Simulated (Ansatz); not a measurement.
Stress against strain in Re

```
CELL_PARAMETERS angstrom
0.00000 1.97500 1.97500
1.97500 0.00000 1.97500
1.97500 1.97500 0.00000
ATOMIC_POSITIONS crystal
Re 0.00000 0.00000 0.00000
```

The geometry is COD entry 1534939, unchecked; take it as a test cell.

No spin–orbit coupling, which matters for the heavy atoms here.

Computed with Ansatz 0.2.0, DFT, PBE, all-electron LAPW, scalar-relativistic.

Numerical set-up: a Γ-centred 14×14×14 k mesh, Fermi–Dirac smearing of 0.03 eV, basis error target 1 meV/atom, no spin polarisation.

The strain is applied along the Cartesian axes of the cell as listed (the other components stay zero). Fractional coordinates are held (clamped ions).

σ is the change of stress from the unstrained cell, which is at -9.03 GPa; tension is positive, so slopes are stress–strain coefficients at that pressure. In a metal the k mesh adds noise.

Only quantities that a quadratic follows smoothly over the whole series are listed; rougher ones are left out.

```tsv
εzz	σzz (GPa)	σxx (GPa)
-0.0300	-14.64	-8.45
-0.0100	-4.38	-2.71
0.0000	0.00	0.00
0.0100	4.44	2.46
0.0200	8.76	4.65
0.0300	13.20	6.54
```

Fit the series and read off the stiffness at zero strain.

Least-squares fits y = p0 + p1 x + p2 x² to the rows give σzz (GPa): p1 = 460, p2 = -880; σxx (GPa): p1 = 251, p2 = -1000. So C11 = 460 GPa and C12 = 251 GPa, which gives B = (C11 + 2 C12)/3 = 321 GPa.

One run, at εzz = -0.0200, is withheld. Predict its row.

The fits give -9.51, -5.45; the run gave -9.25, -5.49.
